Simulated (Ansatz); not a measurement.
# BAs (F-43m) in Ansatz: further runs

Runs on BAs. Level: r2SCAN. Tasks: single point, equation of state.

All numbers are computed with Ansatz 0.2.0; they aren't measurements. Logs are shortened: lines on timing, memory, paths and dates and some standing lists are left out, and cuts for length are marked.

**Measured values to compare with.**

From “Basic Physical Properties of Cubic Boron Arsenide”, 2019, arxiv:1911.11281, for a bulk crystal of BAs: bulk modulus 148 GPa.

The results are compared with them further down.

### Step 1. The structure

Symmetry: F-43m, No. 216, cubic system. The conventional cell has a = 4.777 Å, b = 4.777 Å, c = 4.777 Å, α = 90.00°, β = 90.00°, γ = 90.00°. As (site symmetry -43m) has 4 B at 2.07 Å as nearest neighbours. B (site symmetry -43m) is surrounded by 4 As at 2.07 Å.

### Step 2. Single point, r2SCAN, 12.81 Å³/atom (volume scaled by 0.94)

input.yaml

```yaml
crystal:
  lattice:
    - [0.0, 2.3397414207, 2.3397414207]
    - [2.3397414207, 0.0, 2.3397414207]
    - [2.3397414207, 2.3397414207, 0.0]
  atoms:
    - { symbol: As, position: [0.75, 0.75, 0.75] }
    - { symbol: B, position: [0.0, 0.0, 0.0] }
hamiltonian:
  xc: r2scan
  pseudopotentials: { kind: paw }
kpoints:
  mp_grid: { grid: [10, 10, 10] }
scf:
  occupations: { method: fermi_dirac, width: 0.05 }
output:
  forces: true
  stress: true
  eigenvalues: true
```

Potentials or basis: Ansatz PAW.

On the command line:

```bash
$ ansatz run input.yaml --threads 2 --pin off --max-ram 5632MiB --backend cpu --events-out ev --progress --plain --runs-dir out
```

The program printed:

```text
Warning: RAYON_NUM_THREADS=2 ignored (pool sized by the plan → 2); use --threads N
Engine: ansatz 0.2.0, x86_64-unknown-linux-gnu
Pseudopotentials: kind: paw
Pseudopotential: As, paw, valence charge 15, recommended cutoff 500 eV (meta_gga), As.paw.azcp
Pseudopotential: B, paw, valence charge 3, recommended cutoff 500 eV (meta_gga), B.paw.azcp
Functional definition: r2SCAN
  parameter k0 = 0.174
  parameter k1 = 0.065
  parameter a1 = 4.9479
  exchange = r2scan_x(k0 = k0, k1 = k1, a1 = a1)
  correlation = r2scan_c
Crystal: 2 atoms, lattice volume = 25.617 Å³
Basis set: ecut = 500 eV, 645 PW (Γ), exchange–correlation on 100×100×100 points (64 copies of the dense FFT grid, shifted against one another)
Bands: 13, of which v1, the nominal top of the filled ones, is band 9 counted from 1 (8 counted from 0)
Symmetry: 24 space group operations
Space group: F-43m (ITA 216), of the structure as read, at distance tolerance 2.9e-5 Å
k-points: 47 of 1000 (time reversal used)
Non-local potential: As, projectors of the file, l = 0: 2, l = 1: 2, l = 2: 3, l = 3: 1
Non-local potential: B, projectors of the file, l = 0: 2, l = 1: 2, l = 2: 1
PAW form: soft (Blöchl's): semilocal exchange-correlation on the pseudo side does not see the compensation charge
PAW frozen core: As, regenerated for the run's functional (the file was generated under x = pbe(κ = 0.804, μ = 0.2195149727645171), c = pbe(β = 0.06672455060314922))
PAW frozen core: B, regenerated for the run's functional (the file was generated under x = pbe(κ = 0.804, μ = 0.2195149727645171), c = pbe(β = 0.06672455060314922))
PAW one-centre angular grid: As, 590 points (default); XC on 160 Gauss nodes
PAW one-centre angular grid: B, 302 points (default); XC on 160 Gauss nodes
Initial density: superposition of atomic densities (neutral atoms: chi_scale 0, normalization atom), corrected by the library's trained network
Initial wavefunctions: pseudopotential atomic-orbital guess
Functional: x = r2scan, c = r2scan; τ floored in thin density (d = 2e-4 eV/Å³)
SCF iter   1: F=—  HF=-5021.257674 eV  |F-HF|=—  |Δ(HF+E_count)|=         —  Δρ=5.83e-3  dr2=9.24e-3  dr2_τ=1.15e-1  ethr=1.77e-3  ⟨swp⟩=5.4  Hψ=3566  notcnv=0
preconditioner: auto → none  [insulator: Δε(μ)=1.268 eV  Ē_g=13.713 eV  σ=0.050 eV  W_gap=1.00  n_scr=8 (ndim 8)  ℏωp=20.8 eV  f_vac=0.000  D(μ)=0.00/eV (n_scr^D=0)  ε∞_Penn≈3.3]
SCF iter   2: F=—  HF=-5021.286348 eV  |F-HF|=—  |Δ(HF+E_count)|=   2.87e-2  Δρ=2.51e-3  dr2=8.34e-4  dr2_τ=1.04e-4  ethr=5.13e-5  ⟨swp⟩=2.0  Hψ=1598  notcnv=0
SCF iter   3: F=—  HF=-5021.286472 eV  |F-HF|=—  |Δ(HF+E_count)|=   1.24e-4  Δρ=1.35e-3  dr2=2.14e-4  dr2_τ=3.69e-6  ethr=4.63e-6  ⟨swp⟩=2.0  Hψ=1031  notcnv=0
SCF iter   4: F=—  HF=-5021.286541 eV  |F-HF|=—  |Δ(HF+E_count)|=   6.87e-5  Δρ=1.76e-4  dr2=3.68e-6  dr2_τ=1.64e-7  ethr=1.19e-6  ⟨swp⟩=1.0  Hψ=611  notcnv=0
SCF iter   5: F=—  HF=-5021.286542 eV  |F-HF|=—  |Δ(HF+E_count)|=   9.06e-7  Δρ=2.38e-5  dr2=5.98e-8  dr2_τ=2.12e-9  ethr=2.05e-8  ⟨swp⟩=2.6  Hψ=817  notcnv=0
SCF iter   6: F=-5021.286542 eV  HF=-5021.286542 eV  |F-HF|=1.20e-9  |Δ(HF+E_count)|=   2.21e-8  Δρ=4.65e-6  dr2=2.89e-9  dr2_τ=1.08e-10  ethr=3.32e-10  ⟨swp⟩=2.4  Hψ=2369  notcnv=0
SCF 1 converged in 6 iterations: F = -5021.286542 eV  dr2 = 2.89e-9
SCF converged after 6 iterations
Free energy (F): -5021.286542 eV
Harris-Foulkes:  -5021.286542 eV  (|F-HF|=1.20e-9)
Internal energy: -5021.286542 eV  (E = F + TS)
E sigma→0 (E₀):  -5021.286542 eV
Entropy (-TS):   -0.000000 eV (-0.000 meV/atom)
Fermi energy:    12.697323 eV
--- Per-component energies (eV) ---
  E_band       = -207.415560
  E_kinetic    = 154.486804
  E_local      = -1639.742678  (includes V_loc(G=0)·N_el)
  E_nonlocal   = -657.481231
  E_hartree    = 920.607800
  E_xc         = -106.738781
  E_vxc        = -127.160877  (∫ρ·V_xc dr)
  E_paw        = -1929.203656  (= ΣΔE_a)
  E_vpaw       = 214.965793  (= ΣTr[D̂ρ^β])
  E_aug_tail   = -0.000007  (compensation charges beyond the density's cutoff)
  E_vtau       = 6.299964  (kinetic-family band-sum trace: ∫τ·v_τ [+ j·A + Jᵃ·Aᵃ] dr)
  E_ewald      = -1761.738944
  E_core_change = -1.475850  (= ΣΔE_core)
  E_smearing   = -0.000000  (= −TS)
  E_closure    = -0.000000  (closes the sum)
  Σ components = -5021.286542   (vs F -5021.286542, Δ=0.00e0)
--- Forces (eV/Å), atoms counted from 1 ---
  atom   1  As    -0.00000000     0.00000000     0.00000000
  atom   2  B     -0.00000000     0.00000000    -0.00000000
  max |Σ_I F_I| component: 5.68e-16 eV/Å
--- Stress (GPa, compression-positive) ---
       10.659631      -0.000000      -0.000000
       -0.000000      10.659631       0.000000
       -0.000000       0.000000      10.659631
  P = ⅓ Tr σ = 10.6596 GPa (106.596 kbar)
--- Band table (eV; the first three rows and the last of 47) ---
  k-point 0: bands = ["-24.6558", "-24.6558", "-24.6558", "-24.6205", "-24.6205", "-4.7065", "12.0627", "12.0627", "12.0627", "15.5782", "15.5782", "15.5782", "18.0174"]
  k-point 1: bands = ["-24.6553", "-24.6547", "-24.6547", "-24.6204", "-24.6204", "-4.5239", "10.5441", "11.7165", "11.7165", "15.9300", "16.0330", "16.0330", "18.7822"]
  k-point 2: bands = ["-24.6542", "-24.6520", "-24.6520", "-24.6201", "-24.6201", "-3.9843", "7.9519", "11.0661", "11.0661", "15.8700", "16.8370", "16.8370", "20.3665"]
  k-point 46: bands = ["-24.6536", "-24.6426", "-24.6332", "-24.6253", "-24.6155", "0.2777", "3.0857", "6.0672", "6.3387", "16.9902", "17.5093", "20.7361", "20.8640"]
```

It took 0.79 s on 2 threads of AMD EPYC 9R45 (Zen 5), shared host; peak memory 0.4 GiB.

What came out:

| Item | Value |
| --- | --- |
| Free energy | -5021.2865 eV |
| Pressure | 10.7 GPa |
| Band gap on the k mesh | 1.30 eV, indirect (least direct gap 3.52 eV) |

Caveat: the PAW data sets come from PBE, with cores solved anew for the run's functional, which leaves a small shift of forces and pressure.

### Step 3. Single point, r2SCAN, 13.08 Å³/atom (volume scaled by 0.96)

input.yaml: that of step 2 with these lines changed.

```diff
@@ -2,5 +2,5 @@
   lattice:
-    - [0.0, 2.3397414207, 2.3397414207]
-    - [2.3397414207, 0.0, 2.3397414207]
-    - [2.3397414207, 2.3397414207, 0.0]
+    - [0.0, 2.3562190158, 2.3562190158]
+    - [2.3562190158, 0.0, 2.3562190158]
+    - [2.3562190158, 2.3562190158, 0.0]
   atoms:
```

Potentials or basis: Ansatz PAW.

On the command line:

```bash
$ ansatz run input.yaml --threads 2 --pin off --max-ram 5632MiB --backend cpu --events-out ev --progress --plain --runs-dir out
```

It took 0.7 s on 2 threads of AMD EPYC 9R45 (Zen 5), shared host; peak memory 0.42 GiB.

It converged, with:

```
Free energy            : -5021.3164 eV
Pressure               : 7.0 GPa
Band gap on the k mesh : 1.33 eV, indirect (least direct gap 3.49 eV)
```

Caveat: the PAW data sets come from PBE, with cores solved anew for the run's functional, which leaves a small shift of forces and pressure.

### Step 4. Single point, r2SCAN, 13.35 Å³/atom (volume scaled by 0.98)

input.yaml: that of step 3 with these lines changed.

```diff
@@ -2,5 +2,5 @@
   lattice:
-    - [0.0, 2.3562190158, 2.3562190158]
-    - [2.3562190158, 0.0, 2.3562190158]
-    - [2.3562190158, 2.3562190158, 0.0]
+    - [0.0, 2.3724693156, 2.3724693156]
+    - [2.3724693156, 0.0, 2.3724693156]
+    - [2.3724693156, 2.3724693156, 0.0]
   atoms:
```

On the command line:

```bash
$ ansatz run input.yaml --threads 2 --pin off --max-ram 5632MiB --backend cpu --events-out ev --progress --plain --runs-dir out
```

Wall time 0.74 s (2 threads of AMD EPYC 9R45 (Zen 5), shared host); peak memory 0.43 GiB.

Results (log left out):

| Quantity | Value |
| --- | --- |
| Free energy | -5021.3343 eV |
| Pressure | 3.6 GPa |
| Band gap on the k mesh | 1.35 eV, indirect (least direct gap 3.47 eV) |

Caveat: the PAW data sets come from PBE, with cores solved anew for the run's functional, which leaves a small shift of forces and pressure.

### Step 5. Single point, r2SCAN, 13.63 Å³/atom

input.yaml: that of step 4 with these lines changed.

```diff
@@ -2,5 +2,5 @@
   lattice:
-    - [0.0, 2.3724693156, 2.3724693156]
-    - [2.3724693156, 0.0, 2.3724693156]
-    - [2.3724693156, 2.3724693156, 0.0]
+    - [0.0, 2.3885, 2.3885]
+    - [2.3885, 0.0, 2.3885]
+    - [2.3885, 2.3885, 0.0]
   atoms:
```

On the command line:

```bash
$ ansatz run input.yaml --threads 2 --pin off --max-ram 5632MiB --backend cpu --events-out ev --progress --plain --runs-dir out
```

It took 0.81 s on 2 threads of AMD EPYC 9R45 (Zen 5), shared host; peak memory 0.42 GiB.

Results (log left out):

```yaml
Free_energy: -5021.3415 eV
Pressure: 0.6 GPa
Band_gap_on_the_k_mesh: 1.37 eV, indirect (least direct gap 3.44 eV)
```

Caveat: the PAW data sets come from PBE, with cores solved anew for the run's functional, which leaves a small shift of forces and pressure.

### Step 6. Single point, r2SCAN, 13.90 Å³/atom (volume scaled by 1.02)

input.yaml: that of step 5 with these lines changed.

```diff
@@ -2,5 +2,5 @@
   lattice:
-    - [0.0, 2.3885, 2.3885]
-    - [2.3885, 0.0, 2.3885]
-    - [2.3885, 2.3885, 0.0]
+    - [0.0, 2.4043183418, 2.4043183418]
+    - [2.4043183418, 0.0, 2.4043183418]
+    - [2.4043183418, 2.4043183418, 0.0]
   atoms:
@@ -19 +19,5 @@
   eigenvalues: true
+  write_density: true
+  write_potential: true
+  elf: true
+  volumetric_format: npy
```

Potentials or basis: Ansatz PAW.

On the command line:

```bash
$ ansatz run input.yaml --threads 2 --pin off --max-ram 5632MiB --backend cpu --events-out ev --progress --plain --runs-dir out
```

It took 1 s on 2 threads of AMD EPYC 9R45 (Zen 5), shared host; peak memory 0.43 GiB.

The run converged. Its results:

```
Free energy            : -5021.3388 eV
Pressure               : -2.1 GPa
Band gap on the k mesh : 1.39 eV, indirect (least direct gap 3.42 eV)
```

Caveat: the PAW data sets come from PBE, with cores solved anew for the run's functional, which leaves a small shift of forces and pressure.

### Step 7. Single point, r2SCAN, 14.17 Å³/atom (volume scaled by 1.04)

input.yaml: that of step 6 with these lines changed.

```diff
@@ -2,5 +2,5 @@
   lattice:
-    - [0.0, 2.4043183418, 2.4043183418]
-    - [2.4043183418, 0.0, 2.4043183418]
-    - [2.4043183418, 2.4043183418, 0.0]
+    - [0.0, 2.419931236, 2.419931236]
+    - [2.419931236, 0.0, 2.419931236]
+    - [2.419931236, 2.419931236, 0.0]
   atoms:
```

On the command line:

```bash
$ ansatz run input.yaml --threads 2 --pin off --max-ram 5632MiB --backend cpu --events-out ev --progress --plain --runs-dir out
```

Run time: 1 s. Hardware: 2 threads of AMD EPYC 9R45 (Zen 5), shared host; peak memory 0.43 GiB.

Results (log left out):

- Free energy: -5021.3274 eV
- Pressure: -4.6 GPa
- Band gap on the k mesh: 1.41 eV, indirect (least direct gap 3.40 eV)

Caveat: the PAW data sets come from PBE, with cores solved anew for the run's functional, which leaves a small shift of forces and pressure.

### Step 8. Single point, r2SCAN, 14.44 Å³/atom (volume scaled by 1.06)

input.yaml

```yaml
crystal:
  lattice:
    - [0.0, 2.4353452264, 2.4353452264]
    - [2.4353452264, 0.0, 2.4353452264]
    - [2.4353452264, 2.4353452264, 0.0]
  atoms:
    - { symbol: As, position: [0.75, 0.75, 0.75] }
    - { symbol: B, position: [0.0, 0.0, 0.0] }
hamiltonian:
  xc: r2scan
  pseudopotentials: { kind: paw }
kpoints:
  mp_grid: { grid: [10, 10, 10] }
scf:
  occupations: { method: fermi_dirac, width: 0.05 }
output:
  forces: true
  stress: true
  eigenvalues: true
```

On the command line:

```bash
$ ansatz run input.yaml --threads 2 --pin off --max-ram 5632MiB --backend cpu --events-out ev --progress --plain --runs-dir out
```

It took 0.91 s on 2 threads of AMD EPYC 9R45 (Zen 5), shared host; peak memory 0.43 GiB.

Results (log left out):

| Quantity | Value |
| --- | --- |
| Free energy | -5021.3079 eV |
| Pressure | -6.8 GPa |
| Band gap on the k mesh | 1.43 eV, indirect (least direct gap 3.38 eV) |

Caveat: the PAW data sets come from PBE, with cores solved anew for the run's functional, which leaves a small shift of forces and pressure.

### Step 9. Equation of state, r2SCAN

Potentials or basis: Ansatz PAW.

This step only gathers the single runs of the series.

Results:

| Item | Value |
| --- | --- |
| Equilibrium volume | 13.68 Å³/atom |
| Bulk modulus | 141 GPa |
| Pressure derivative of the bulk modulus | 4.1 |

Energy against volume, from the lowest point:
| volume (Å³/atom) | energy (meV/atom) |
| --- | --- |
| 12.809 | 27.47 |
| 13.081 | 12.53 |
| 13.354 | 3.56 |
| 13.626 | 0.00 |
| 13.899 | 1.32 |
| 14.171 | 7.05 |
| 14.444 | 16.77 |

Caveat: the PAW data sets were made with another functional, which shifts forces and pressure a little.

### Step 10. How close it comes

Step 9. Against the measured bulk modulus of BAs, 148 GPa (quoted in “Basic Physical Properties of Cubic Boron Arsenide”, 2019, arxiv:1911.11281), the calculated 141 GPa is off by -4.8 %. The fit is for a static lattice scaled at fixed shape and fixed fractional positions.
